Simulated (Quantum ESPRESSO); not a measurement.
# TaN (Fm-3m) in Quantum ESPRESSO: a series of runs, part 5 of 5

Quantum ESPRESSO 7.5.

### 6 Phonon dispersion, PBEsol

Input file pw.in:

```
&CONTROL
  calculation = 'scf'
  prefix = 'pwscf'
  outdir = './tmp'
  pseudo_dir = './pseudo'
  tprnfor = .true.
  tstress = .true.
  disk_io = 'low'
/
&SYSTEM
  ibrav = 0
  nat = 2
  ntyp = 2
  ecutwfc = 84
  nbnd = 15
  occupations = 'smearing'
  smearing = 'mv'
  degauss = 0.01469973
/
&ELECTRONS
  conv_thr = 4d-10
  electron_maxstep = 120
  mixing_beta = 0.5
/
ATOMIC_SPECIES
Ta   180.9479 Ta.upf
N     14.0070 N.upf
CELL_PARAMETERS angstrom
   0.0000000000    2.2113230000    2.2113230000
   2.2113230000    0.0000000000    2.2113230000
   2.2113230000    2.2113230000    0.0000000000
ATOMIC_POSITIONS crystal
Ta     0.5000000000    0.5000000000    0.5000000000
N      0.0000000000    0.0000000000    0.0000000000
K_POINTS automatic
8 8 8 0 0 0
```

Input file relax.in:

```
&CONTROL
  calculation = 'vc-relax'
  prefix = 'pwscf'
  outdir = './tmp'
  pseudo_dir = './pseudo'
  tprnfor = .true.
  tstress = .true.
  disk_io = 'low'
  nstep = 40
  forc_conv_thr = 0.0001
  etot_conv_thr = 1d-06
/
&SYSTEM
  ibrav = 0
  nat = 2
  ntyp = 2
  ecutwfc = 84
  nbnd = 15
  occupations = 'smearing'
  smearing = 'mv'
  degauss = 0.01469973
/
&ELECTRONS
  conv_thr = 4d-10
  electron_maxstep = 120
  mixing_beta = 0.5
/
&IONS
  ion_dynamics = 'bfgs'
/
&CELL
  cell_dynamics = 'bfgs'
  press = 0
  press_conv_thr = 0.2
/
ATOMIC_SPECIES
Ta   180.9479 Ta.upf
N     14.0070 N.upf
CELL_PARAMETERS angstrom
   0.0000000000    2.2113230000    2.2113230000
   2.2113230000    0.0000000000    2.2113230000
   2.2113230000    2.2113230000    0.0000000000
ATOMIC_POSITIONS crystal
Ta     0.5000000000    0.5000000000    0.5000000000
N      0.0000000000    0.0000000000    0.0000000000
K_POINTS automatic
8 8 8 0 0 0
```

Input file scf2.in:

```
&CONTROL
  calculation = 'scf'
  prefix = 'pwscf'
  outdir = './tmp'
  pseudo_dir = './pseudo'
  tprnfor = .true.
  tstress = .true.
  disk_io = 'low'
/
&SYSTEM
  ibrav = 0
  nat = 2
  ntyp = 2
  ecutwfc = 84
  nbnd = 15
  occupations = 'smearing'
  smearing = 'mv'
  degauss = 0.01469973
/
&ELECTRONS
  conv_thr = 1d-13
  electron_maxstep = 120
  mixing_beta = 0.5
  startingpot = 'file'
  startingwfc = 'file'
/
ATOMIC_SPECIES
Ta   180.9479 Ta.upf
N     14.0070 N.upf
CELL_PARAMETERS angstrom
   0.0000000000    2.1871704256    2.1871704256
   2.1871704256    0.0000000000    2.1871704256
   2.1871704256    2.1871704256    0.0000000000
ATOMIC_POSITIONS crystal
Ta     0.5000000000    0.5000000000    0.5000000000
N      0.0000000000    0.0000000000    0.0000000000
K_POINTS automatic
8 8 8 0 0 0
```

Input file ph.in:

```
phonon_bands of TaN
&INPUTPH
  prefix = 'pwscf'
  outdir = './tmp'
  tr2_ph = 1d-18
  fildyn = 'dyn'
  niter_ph = 90
  alpha_mix(1) = 0.4
  ldisp = .true.
  nq1 = 2
  nq2 = 2
  nq3 = 2
/
```

Input file q2r.in:

```
&INPUT
  fildyn = 'dyn'
  zasr = 'crystal'
  flfrc = 'fc'
/
```

Input file matdyn.in:

```
&INPUT
  asr = 'crystal'
  flfrc = 'fc'
  flfrq = 'freq'
  q_in_cryst_coord = .true.
  flvec = ' '
/
80
 0.0000000000  0.0000000000  0.0000000000
 0.0454545455  0.0000000000  0.0454545455
 0.0909090909  0.0000000000  0.0909090909
 0.1363636364  0.0000000000  0.1363636364
 0.1818181818  0.0000000000  0.1818181818
 0.2272727273  0.0000000000  0.2272727273
 0.2727272727  0.0000000000  0.2727272727
 0.3181818182  0.0000000000  0.3181818182
 0.3636363636  0.0000000000  0.3636363636
 0.4090909091  0.0000000000  0.4090909091
 0.4545454545  0.0000000000  0.4545454545
 0.5000000000  0.0000000000  0.5000000000
 0.5000000000  0.0500000000  0.5500000000
 0.5000000000  0.1000000000  0.6000000000
 0.5000000000  0.1500000000  0.6500000000
 0.5000000000  0.2000000000  0.7000000000
 0.5000000000  0.2500000000  0.7500000000
 0.4687500000  0.2812500000  0.7500000000
 0.4375000000  0.3125000000  0.7500000000
 0.4062500000  0.3437500000  0.7500000000
 0.3750000000  0.3750000000  0.7500000000
 0.3461538462  0.3461538462  0.6923076923
 0.3173076923  0.3173076923  0.6346153846
 0.2884615385  0.2884615385  0.5769230769
 0.2596153846  0.2596153846  0.5192307692
 0.2307692308  0.2307692308  0.4615384615
 0.2019230769  0.2019230769  0.4038461538
 0.1730769231  0.1730769231  0.3461538462
 0.1442307692  0.1442307692  0.2884615385
 0.1153846154  0.1153846154  0.2307692308
 0.0865384615  0.0865384615  0.1730769231
 0.0576923077  0.0576923077  0.1153846154
 0.0288461538  0.0288461538  0.0576923077
 0.0000000000  0.0000000000  0.0000000000
 0.0454545455  0.0454545455  0.0454545455
 0.0909090909  0.0909090909  0.0909090909
 0.1363636364  0.1363636364  0.1363636364
 0.1818181818  0.1818181818  0.1818181818
 0.2272727273  0.2272727273  0.2272727273
 0.2727272727  0.2727272727  0.2727272727
 0.3181818182  0.3181818182  0.3181818182
 0.3636363636  0.3636363636  0.3636363636
 0.4090909091  0.4090909091  0.4090909091
 0.4545454545  0.4545454545  0.4545454545
 0.5000000000  0.5000000000  0.5000000000
 0.5178571429  0.4642857143  0.5178571429
 0.5357142857  0.4285714286  0.5357142857
 0.5535714286  0.3928571429  0.5535714286
 0.5714285714  0.3571428571  0.5714285714
 0.5892857143  0.3214285714  0.5892857143
 0.6071428571  0.2857142857  0.6071428571
 0.6250000000  0.2500000000  0.6250000000
 0.5937500000  0.2500000000  0.6562500000
 0.5625000000  0.2500000000  0.6875000000
 0.5312500000  0.2500000000  0.7187500000
 0.5000000000  0.2500000000  0.7500000000
 0.5000000000  0.2750000000  0.7250000000
 0.5000000000  0.3000000000  0.7000000000
 0.5000000000  0.3250000000  0.6750000000
 0.5000000000  0.3500000000  0.6500000000
 0.5000000000  0.3750000000  0.6250000000
 0.5000000000  0.4000000000  0.6000000000
 0.5000000000  0.4250000000  0.5750000000
 0.5000000000  0.4500000000  0.5500000000
 0.5000000000  0.4750000000  0.5250000000
 0.5000000000  0.5000000000  0.5000000000
 0.4861111111  0.4861111111  0.5277777778
 0.4722222222  0.4722222222  0.5555555556
 0.4583333333  0.4583333333  0.5833333333
 0.4444444444  0.4444444444  0.6111111111
 0.4305555556  0.4305555556  0.6388888889
 0.4166666667  0.4166666667  0.6666666667
 0.4027777778  0.4027777778  0.6944444444
 0.3888888889  0.3888888889  0.7222222222
 0.3750000000  0.3750000000  0.7500000000
 0.6250000000  0.2500000000  0.6250000000
 0.5937500000  0.1875000000  0.5937500000
 0.5625000000  0.1250000000  0.5625000000
 0.5312500000  0.0625000000  0.5312500000
 0.5000000000  0.0000000000  0.5000000000
```

Input file matdyn_dos.in:

```
&INPUT
  asr = 'crystal'
  flfrc = 'fc'
  dos = .true.
  fldos = 'phdos'
  nk1 = 12
  nk2 = 12
  nk3 = 12
  deltaE = 1
  flvec = ' '
  flfrq = ' '
/
```

Input file matdyn_mesh.in:

```
&INPUT
  asr = 'crystal'
  flfrc = 'fc'
  flfrq = 'mesh'
  q_in_cryst_coord = .true.
  flvec = ' '
/
1000
 0.05000000  0.05000000  0.05000000
 0.05000000  0.05000000  0.15000000
 0.05000000  0.05000000  0.25000000
[... 997 further points of the even 10 x 10 x 10 mesh, shifted by half a step ...]
```

Potentials or basis: PseudoDojo 0.4.1 SR PBEsol standard.

Command:

```
$ OMP_NUM_THREADS=1 pw.x -in pw.in > pw.out
$ OMP_NUM_THREADS=1 pw.x -in relax.in > relax.out
$ OMP_NUM_THREADS=1 pw.x -in scf2.in > scf2.out
$ OMP_NUM_THREADS=1 ph.x -in ph.in > ph.out
$ OMP_NUM_THREADS=1 q2r.x -in q2r.in > q2r.out
$ OMP_NUM_THREADS=1 matdyn.x -in matdyn.in > matdyn.out
$ OMP_NUM_THREADS=1 matdyn.x -in matdyn_dos.in > matdyn_dos.out
$ OMP_NUM_THREADS=1 matdyn.x -in matdyn_mesh.in > matdyn_mesh.out
```

pw.out:

```text
This program is part of the open-source Quantum ESPRESSO suite
     for quantum simulation of materials; please cite
[... 9 lines left out ...]
     --------------------
     sticks:   dense  smooth     PW     G-vecs:    dense   smooth      PW
     Sum         805     805    253                15089    15089    2637

     Using Slab Decomposition

     bravais-lattice index     =            0
     lattice parameter (alat)  =       5.9097  a.u.
     unit-cell volume          =     145.9430 (a.u.)^3
     number of atoms/cell      =            2
     number of atomic types    =            2
     number of electrons       =        18.00
     number of Kohn-Sham states=           15
     kinetic-energy cutoff     =      84.0000  Ry
     charge density cutoff     =     336.0000  Ry
     scf convergence threshold =      4.0E-10
     mixing beta               =       0.5000
     number of iterations used =            8  plain     mixing
     Exchange-correlation= PBESOL
                           (   1   4  10   8   0   0   0)

     celldm(1)=   5.909708  celldm(2)=   0.000000  celldm(3)=   0.000000
     celldm(4)=   0.000000  celldm(5)=   0.000000  celldm(6)=   0.000000

     crystal axes: (cart. coord. in units of alat)
               a(1) = (   0.000000   0.707107   0.707107 )
               a(2) = (   0.707107   0.000000   0.707107 )
               a(3) = (   0.707107   0.707107   0.000000 )

     reciprocal axes: (cart. coord. in units 2 pi/alat)
               b(1) = ( -0.707107  0.707107  0.707107 )
               b(2) = (  0.707107 -0.707107  0.707107 )
               b(3) = (  0.707107  0.707107 -0.707107 )

     PseudoPot. # 1 for Ta read from file:
     Ta.upf
     Pseudo is Norm-conserving + core correction, Zval = 13.0
     Generated using ONCVPSP code by D. R. Hamann
     Using radial grid of 1432 points,  8 beta functions with:
                l(1) =   0
                l(2) =   0
                l(3) =   1
                l(4) =   1
                l(5) =   2
                l(6) =   2
                l(7) =   3
                l(8) =   3

     PseudoPot. # 2 for N  read from file:
     N.upf
     Pseudo is Norm-conserving + core correction, Zval =  5.0
     Generated using ONCVPSP code by D. R. Hamann
     Using radial grid of 1058 points,  4 beta functions with:
                l(1) =   0
                l(2) =   0
                l(3) =   1
                l(4) =   1

     atomic species   valence    mass     pseudopotential
     Ta               13.00   180.94790     Ta( 1.00)
     N                 5.00    14.00700     N ( 1.00)

     48 Sym. Ops., with inversion, found

   Cartesian axes

     site n.     atom                  positions (alat units)
         1        Ta     tau(   1) = (   0.7071068   0.7071068   0.7071068  )
         2        N      tau(   2) = (   0.0000000   0.0000000   0.0000000  )

     number of k points=    29  Marzari-Vanderbilt smearing, width (Ry)=  0.0147
                       cart. coord. in units 2pi/alat
        k(    1) = (   0.0000000   0.0000000   0.0000000), wk =   0.0039062
        k(    2) = (   0.0883883   0.0883883  -0.0883883), wk =   0.0312500
        k(    3) = (   0.1767767   0.1767767  -0.1767767), wk =   0.0312500
        k(    4) = (   0.2651650   0.2651650  -0.2651650), wk =   0.0312500
        k(    5) = (  -0.3535534  -0.3535534   0.3535534), wk =   0.0156250
        k(    6) = (   0.1767767   0.0000000   0.0000000), wk =   0.0234375
[... 21 lines left out ...]
        k(   28) = (  -0.7071068   0.1767767  -0.0000000), wk =   0.0468750
        k(   29) = (  -0.7071068   0.3535534   0.0000000), wk =   0.0234375

     Dense  grid:    15089 G-vectors     FFT dimensions: (  36,  36,  36)

     Initial potential from superposition of free atoms

     starting charge      17.9992, renormalised to      18.0000
     Starting wfcs are   14 randomized atomic wfcs +    1 random wfcs

     Self-consistent Calculation

     iteration #  1     ecut=    84.00 Ry     beta= 0.50
     Davidson diagonalization with overlap
     ethr =  1.00E-02,  avg # of iterations =  4.2

     total energy              =    -150.81251309 Ry
     estimated scf accuracy    <       0.44972586 Ry
[... 64 lines left out ...]
     iteration # 11     ecut=    84.00 Ry     beta= 0.50
     Davidson diagonalization with overlap
     ethr =  6.56E-12,  avg # of iterations =  2.0

     End of self-consistent calculation

          k = 0.0000 0.0000 0.0000 (  1917 PWs)   bands (ev):

   -48.5107 -14.7269 -14.7269 -14.7269   2.3482  17.2167  17.2167  17.2167
    18.9320  18.9320  18.9320  21.0446  21.0446  22.3716  30.1136

          k = 0.0884 0.0884-0.0884 (  1889 PWs)   bands (ev):
[... 16 lines left out ...]
   -48.4589 -15.5346 -14.8055 -14.8055   5.3041  10.7350  13.5267  13.5267
    22.8589  22.8589  22.9407  24.7020  28.3625  28.3625  32.3246

          k = 0.1768 0.0000 0.0000 (  1900 PWs)   bands (ev):

   -48.5006 -14.8447 -14.7668 -14.7668   2.7969  14.8613  16.5566  16.5566
    18.2489  20.3482  20.3482  21.2951  22.2025  24.7042  31.5533

          k = 0.2652 0.0884-0.0884 (  1910 PWs)   bands (ev):
[... 21 lines left out ...]
   -48.4737 -15.2425 -14.8742 -14.7666   4.1205  12.5374  14.1280  14.7563
    20.5775  20.6362  22.4840  23.6853  26.5336  26.9844  33.1798

          k = 0.0000-0.1768 0.1768 (  1907 PWs)   bands (ev):

   -48.4920 -14.9953 -14.8102 -14.7385   3.2263  14.2079  15.0719  15.7520
    19.6047  19.9843  20.9539  22.0299  24.6365  25.0154  32.6547

          k = 0.3536 0.0000 0.0000 (  1924 PWs)   bands (ev):

   -48.4763 -15.1031 -14.8626 -14.8626   3.5925  12.9772  16.1524  16.1524
    16.9726  21.9528  22.6006  22.6006  23.2585  28.3770  34.9439

          k = 0.4419 0.0884-0.0884 (  1904 PWs)   bands (ev):
[... 11 lines left out ...]
   -48.4492 -15.3594 -15.0914 -14.8628   4.6719  12.0939  14.0870  14.1243
    20.9060  22.5024  22.6293  25.2637  27.7718  29.7345  30.9360

          k = 0.0000-0.3536 0.3536 (  1915 PWs)   bands (ev):

   -48.4589 -15.3030 -15.0376 -14.8067   4.5845  11.9782  13.8771  14.4301
    21.4037  21.6139  22.6706  23.8385  28.1145  28.3428  31.9915

          k = 0.5303-0.0000 0.0000 (  1908 PWs)   bands (ev):

   -48.4519 -15.3297 -14.9576 -14.9576   3.7431  13.4507  15.9870  16.2552
    16.2552  22.7076  24.1390  24.1390  24.6384  28.9814  31.0104

          k =-0.0884-0.6187 0.6187 (  1891 PWs)   bands (ev):

   -48.4443 -15.3719 -15.0348 -14.9692   3.8239  13.9774  14.8212  15.8227
    17.2675  23.8365  24.1206  24.2132  25.5829  28.1417  30.2626

          k = 0.0000-0.5303 0.5303 (  1890 PWs)   bands (ev):

   -48.4432 -15.2985 -15.1788 -14.9303   4.1965  13.3829  14.2394  14.8907
    18.7989  23.4151  23.5085  25.4334  25.9084  29.1081  31.1145

          k =-0.7071 0.0000 0.0000 (  1868 PWs)   bands (ev):

   -48.4418 -15.4153 -14.9967 -14.9967   3.6056  14.3873  15.6319  16.3984
    16.3984  23.0582  24.4783  24.4783  25.3790  27.5588  29.7084

          k = 0.3536 0.1768 0.0000 (  1903 PWs)   bands (ev):

   -48.4712 -15.2006 -14.9142 -14.8102   3.9777  12.6650  14.7139  15.0815
    18.8312  22.2397  22.5850  23.0781  25.2187  28.2773  33.6133

          k =-0.2652-0.4419 0.6187 (  1899 PWs)   bands (ev):
[... 16 lines left out ...]
   -48.4442 -15.3083 -15.1283 -14.9566   4.2839  13.2163  14.2153  14.5637
    19.5179  22.2682  24.1738  25.1123  26.0412  29.7971  31.1661

          k = 0.0000-0.3536 0.5303 (  1887 PWs)   bands (ev):

   -48.4467 -15.2857 -15.1592 -14.9105   4.4849  12.6103  14.2102  14.2715
    20.9748  21.2687  23.7378  24.6718  27.0670  30.7232  31.1177

          k =-0.7071 0.1768-0.0000 (  1890 PWs)   bands (ev):

   -48.4417 -15.3555 -15.0595 -15.0082   3.9091  14.3012  14.7215  14.8486
    18.1483  23.3508  24.1383  24.4845  25.7495  28.4570  30.5589

          k =-0.7071 0.3536 0.0000 (  1888 PWs)   bands (ev):

   -48.4417 -15.2090 -15.2090 -15.0196   4.2514  13.6269  14.2738  14.2738
    20.8095  20.8095  24.4907  24.9407  25.3840  30.6401  32.6756

     the Fermi energy is    21.0534 ev

!    total energy              =    -150.98686224 Ry
     estimated scf accuracy    <          5.3E-12 Ry
     smearing contrib. (-TS)   =      -0.00018832 Ry
     internal energy E=F+TS    =    -150.98667392 Ry

     The total energy is F=E-TS. E is the sum of the following terms:
     one-electron contribution =      -7.27033562 Ry
     hartree contribution      =      15.21852361 Ry
     xc contribution           =     -35.55855891 Ry
     ewald contribution        =    -123.37630299 Ry

     convergence has been achieved in  11 iterations

     Forces acting on atoms (cartesian axes, Ry/au):

     atom    1 type  1   force =    -0.00000000    0.00000000    0.00000000
     atom    2 type  2   force =    -0.00000000   -0.00000000    0.00000000

     Total force =     0.000000     Total SCF correction =     0.000000

     Computing stress (Cartesian axis) and pressure

          total   stress  (Ry/bohr**3)                   (kbar)     P=     -108.58
  -0.00073810   0.00000000   0.00000000         -108.58        0.00        0.00
   0.00000000  -0.00073810   0.00000000            0.00     -108.58        0.00
   0.00000000  -0.00000000  -0.00073810            0.00       -0.00     -108.58

=------------------------------------------------------------------------------=
   JOB DONE.
=------------------------------------------------------------------------------=
```

Wall time 17 min (1 thread of Arm Neoverse V2, shared host); peak memory 0.09 GiB.

Results:

```yaml
Free_energy: -2054.3053 eV
Relaxed_volume: 10.46 Å³/atom
Relaxed_cell: a = 3.093 Å, b = 3.093 Å, c = 3.093 Å, α = 60.00°, β = 60.00°, γ = 60.00°
Space_group_after_relaxing_to_0.05_Å: Fm-3m (No. 225)
Pressure_after_relaxing: 0.0 GPa
Band_gap_on_the_k_mesh: none (metal or under the smearing width)
Highest_phonon_frequency: 554 cm⁻¹
Most_unstable_mode: 262i cm⁻¹
```

The path:
| step | energy change (eV) | largest force (eV/Å) | pressure (GPa) | volume (Å³) |
| --- | --- | --- | --- | --- |
| 1 | 0.0000 | 0.0000 | -10.86 | 21.63 |
| 2 | -0.0120 | 0.0000 | 8.56 | 20.45 |
| 3 | -0.0244 | 0.0000 | -0.46 | 20.95 |
| 4 | -0.0244 | 0.0000 | -0.02 | 20.93 |
| 5 | -0.0244 | 0.0000 | 0.01 | 20.93 |

Final structure:
```
Ta N
1.0
     0.00000    2.18717    2.18717
     2.18717    0.00000    2.18717
     2.18717    2.18717    0.00000
Ta N
1 1
Direct
  0.50000 0.50000 0.50000
  0.00000 0.00000 0.00000
```

Phonon frequencies in cm⁻¹ (negative: imaginary):
| q point | frequencies |
| --- | --- |
| (0.000, 0.000, 0.000) | 0 0 0 439 439 439 |
| (0.318, 0.000, 0.318) | -147 -62 -62 440 481 481 |
| (0.500, 0.150, 0.650) | -224 -124 72 461 469 473 |
| (0.346, 0.346, 0.692) | -190 -68 42 466 485 504 |
| (0.144, 0.144, 0.288) | -61 58 91 449 486 488 |
| (0.091, 0.091, 0.091) | 14 38 38 441 448 448 |
| (0.409, 0.409, 0.409) | -70 76 76 468 545 545 |
| (0.589, 0.321, 0.589) | -169 -65 48 465 498 512 |
| (0.500, 0.275, 0.725) | -172 -172 100 471 479 483 |
| (0.500, 0.450, 0.550) | -82 47 73 470 546 548 |
| (0.431, 0.431, 0.639) | -136 -57 59 466 515 526 |
| (0.562, 0.125, 0.562) | -247 -74 -62 448 459 467 |

Phonon frequencies at the corners of the path (cm⁻¹, interpolated; i marks imaginary ones):
```
point                frequencies
    Γ          0 0 0 439 439 439
    X   262i 75i 75i 439 457 457
    W  175i 175i 101 475 477 477
    K   210i 72i 12i 464 472 492
    L      77i 74 74 471 554 554
    U   210i 72i 12i 464 472 492
```

Phonon states per cell in windows of 50 cm⁻¹ (negative: imaginary):
| from (cm⁻¹) | total | Ta | N |
| --- | --- | --- | --- |
| -300 | 0.00 | 0.00 | 0.00 |
| -250 | 0.12 | 0.09 | 0.02 |
| -200 | 0.25 | 0.22 | 0.03 |
| -150 | 0.47 | 0.43 | 0.03 |
| -100 | 0.72 | 0.68 | 0.03 |
| -50 | 0.32 | 0.31 | 0.01 |
| 0 | 0.33 | 0.32 | 0.01 |
| 50 | 0.81 | 0.80 | 0.01 |
| 100 | 0.00 | 0.00 | 0.00 |
| 150 | 0.00 | 0.00 | 0.00 |
| 200 | 0.00 | 0.00 | 0.00 |
| 250 | 0.00 | 0.00 | 0.00 |
| 300 | 0.00 | 0.00 | 0.00 |
| 350 | 0.00 | 0.00 | 0.00 |
| 400 | 0.20 | 0.02 | 0.19 |
| 450 | 1.78 | 0.11 | 1.67 |
| 500 | 1.01 | 0.03 | 0.98 |
| 550 | 0.00 | 0.00 | 0.00 |

Caveat: the mesh is thin for the phonons of a metal; some modes are imaginary; the q mesh is small, so phonon branches between its points and thermal values are rough. The run has no spin-orbit coupling, so splittings on Ta are missing.

### 7 Overview

| task | level | potentials or basis | U | cell | k mesh | cutoff (eV) | smearing | start of the occupations | hubbard projectors | mixing beta | q mesh | form of the LDA correlation | gap on the mesh (eV) | pressure (GPa) |
| --- | --- | --- | --- | --- | --- | --- | --- | --- | --- | --- | --- | --- | --- | --- |
| Hubbard U by linear response | PBE+U | PseudoDojo 0.4.1 SR PBE standard | Ta d U = 0.0001 eV | as given | 8 × 8 × 8 | 1143 | cold 0.2 eV | default | atomic | 0.3 | 4 × 4 × 4 | - | none | -1.4 |
| phonons and electron-phonon coupling | PBE | GBRV 1.5 PBE | - | relaxed | 9 × 9 × 9 | 762 | methfessel-paxton 0.272 eV | - | - | 0.5 | 3 × 3 × 3 | - | none | 0.0 |
| phonon dispersion | LDA | PseudoDojo 0.4.1 SR LDA standard | - | relaxed | 8 × 8 × 8 | 1143 | cold 0.2 eV | - | - | 0.5 | 2 × 2 × 2 | PW92 | none | 0.0 |
| phonon dispersion | PBE | PseudoDojo 0.4.1 SR PBE standard | - | relaxed | 8 × 8 × 8 | 1143 | cold 0.2 eV | - | - | 0.5 | 2 × 2 × 2 | - | none | 0.0 |
| phonon dispersion | PBEsol | PseudoDojo 0.4.1 SR PBEsol standard | - | relaxed | 8 × 8 × 8 | 1143 | cold 0.2 eV | - | - | 0.5 | 2 × 2 × 2 | - | none | 0.0 |

Alike in all rows: no spin polarisation.

Caveats: the mesh is thin for the phonons of a metal (some runs); some modes are imaginary (some runs); U without spin polarisation on a metal has little footing (some runs); λ from interpolated matrix elements is rough: modes that symmetry makes equal can differ by tens of percent (some runs).

Total energies depend on the potentials used, so only differences within one code and one set of settings carry meaning.
